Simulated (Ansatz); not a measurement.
Bi2Se3 (Paraguanajuatite):

```
CELL_PARAMETERS angstrom
2.07150 1.19598 9.54533
-2.07150 1.19598 9.54533
0.00000 -2.39196 9.54533
ATOMIC_POSITIONS crystal
Bi 0.59920 0.59920 0.59920
Bi 0.40080 0.40080 0.40080
Se 0.78830 0.78830 0.78830
Se 0.21170 0.21170 0.21170
Se 0.00000 0.00000 0.00000
```

* Program: Ansatz 0.2.0
* Task: relaxation of cell and atoms
* Functional: BLYP
* Potentials or basis: Ansatz PAW
* Cutoff: 420 eV (not typed: the program's choice for these potentials)
* k mesh: 8 × 8 × 8
* Occupations: fermi-dirac, width 0.05 eV
* Spin: no spin polarisation

At the start: volume 28.38 Å³/atom.

Problem. How do energy, volume and symmetry change on relaxing?

Solution. It ends after 22 steps and the volume is 43.29 Å³/atom (+52.6 %); space group R-3m (No. 166, to 0.05 Å).

Step by step:
| step | energy change (eV) | largest force (eV/Å) | volume (Å³) |
| --- | --- | --- | --- |
| 1 | 0.0000 | 0.3054 | 141.89 |
| 2 | -0.2621 | 0.5012 | 162.79 |
| 3 | -0.3250 | 0.0555 | 162.89 |
| 4 | -0.3521 | 0.0110 | 165.54 |
| 5 | -0.3744 | 0.0074 | 170.59 |
| 6 | -0.3755 | 0.0943 | 175.38 |
| 7 | -0.3779 | 0.0115 | 175.04 |
| 8 | -0.3779 | 0.0026 | 175.27 |
| 9 | -0.3897 | 0.0018 | 175.27 |
| 10 | -0.3945 | 0.0070 | 178.73 |
| 11 | -0.4014 | 0.0173 | 185.92 |
| 12 | -0.4032 | 0.0299 | 188.52 |
| 13 | -0.4056 | 0.0361 | 196.79 |
| 14 | -0.4059 | 0.0065 | 196.87 |
| 15 | -0.4105 | 0.0060 | 196.87 |
| 16 | -0.4118 | 0.0035 | 200.45 |
| 17 | -0.4132 | 0.0104 | 205.95 |
| 18 | -0.4141 | 0.0186 | 213.33 |
| 19 | -0.4139 | 0.0065 | 217.67 |
| 20 | -0.4141 | 0.0076 | 216.12 |
| 21 | -0.4141 | 0.0019 | 216.46 |
| 22 | -0.4168 | 0.0017 | 216.46 |

Final structure:
```xyz
5
Lattice="2.1469 1.2395 13.5565 -2.1469 1.2395 13.5565 0.0000 -2.4791 13.5565" Properties=species:S:1:pos:R:3 pbc="T T T"
Bi    0.0000    0.0000   25.1188
Bi    0.0000    0.0000   15.5507
Se    0.0000    0.0000   30.6589
Se    0.0000    0.0000   10.0106
Se    0.0000    0.0000    0.0000
```

Caveat: the volume moved by over 15 % at a fixed basis, so the end points are rough; the plane-wave basis is chosen anew once the cell has moved, so the energies of steps on either side of that aren't comparable; the PAW data sets come from PBE, with cores solved anew for the run's functional, which leaves a small shift of forces and pressure.
